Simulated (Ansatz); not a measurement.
**HfN: energy along a strain**

HfN, Fm-3m, a = 4.518 Å (as given, not relaxed at this level: -3.0 GPa). Ansatz: PBEsol, PAW, 420 eV, Γ-centred 18×18×18 mesh on 2 atoms, Gaussian smearing 0.15 eV; no spin polarisation. Cell vectors (Å): 0.000 2.259 2.259; 2.259 0.000 2.259; 2.259 2.259 0.000. The cell is strained by x per cent times the pattern (1 1 0 0 0 0) in the order xx yy zz yz xz xy (engineering shears), with fractional coordinates held. y is the free energy over the start, V0 = 11.528 Å³/atom.

```
x (%) y (meV/atom)
-2.00             ?
-1.50          5.55
-1.00          0.92
-0.50         -0.88
 0.00          0.00
 0.50          3.41
 1.00          9.22
 1.50         17.29
 1.75         22.13
 2.00         27.49
```

Q: Fit y = c1 x + c2 x² + c3 x³ to the other rows, get the stiffness along the pattern, and predict the missing energy.

A: Least squares on the rows shown. y = 4.3320 x + 5.0752 x² − 0.18492 x³. The clamped-ion stiffness p·C·p = 2 × 50.75 eV × 160.2 / 11.528 Å³ = 1411 GPa (second derivative at the start, which stands under stress). At x = -2.00 the fit asked for gives 13.12 meV/atom. The run gave 13.18 meV/atom, so the fit is 0.06 meV/atom too low, a small miss on the scale of the series.

The cell has an odd number of electrons and ran without spin polarisation, so a magnetic or disproportionated state may lie lower. Spin–orbit coupling is left out, which can shift energies with elements as heavy as these.

The energy falls at first under biaxial compression because the starting cell is stretched, which matches its negative pressure of -3.0 GPa. The large curvature reflects the stiff bonding of rock-salt HfN, where covalent Hf 5d–N 2p overlap adds to the ionic attraction and the remaining metal electron enters a broad d band. The negative cubic term is the usual anharmonicity: short-range repulsion steepens as the bonds shorten, while the restoring force softens as they lengthen. The small miss at -2.00 probably comes from higher-order terms that a cubic leaves out, since that point lies beyond the fitted range.

Holding the fractional coordinates costs nothing here. Under this strain every atom stays on an inversion centre, so no internal force arises and the clamped-ion stiffness is also the relaxed-ion one. For a cubic crystal, the 1411 GPa corresponds to twice the sum of C11 and C12. It can't separate the two constants, so it doesn't establish resistance to tetragonal shear.
